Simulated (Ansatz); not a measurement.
Crystal: WS2 (Tungstenite).

```
W S
1.0
     3.18000    0.00000    0.00000
    -1.59000    2.75396    0.00000
     0.00000    0.00000   12.50000
W S
2 4
Direct
  0.66667 0.33333 0.75000
  0.33333 0.66667 0.25000
  0.66667 0.33333 0.37500
  0.33333 0.66667 0.87500
  0.66667 0.33333 0.12500
  0.33333 0.66667 0.62500
```

Base run:

| Property | Result |
| --- | --- |
| Program | Ansatz 0.2.0 |
| Functional | PBE |
| Potentials or basis | Ansatz PAW |
| Cutoff | 420 eV (not typed: the program's choice for these potentials) |
| k mesh | 10 × 10 × 3 |
| Occupations | fermi-dirac, width 0.05 eV |
| Spin | no spin polarisation |
| Hubbard terms | W d U = 8 eV |

Its results: pressure 4.4 GPa; largest force 0.152 eV/Å.

**Question.** The run is repeated on the same cell with these changes: hubbard terms from W d U = 8 eV to W d U = 4 eV. What comes out?

**Answer.** Pressure 2.6 GPa; largest force 0.151 eV/Å.

Caveats: this functional lacks dispersion, which binds the layers, so the pressure and a relaxed spacing across them are unreliable.
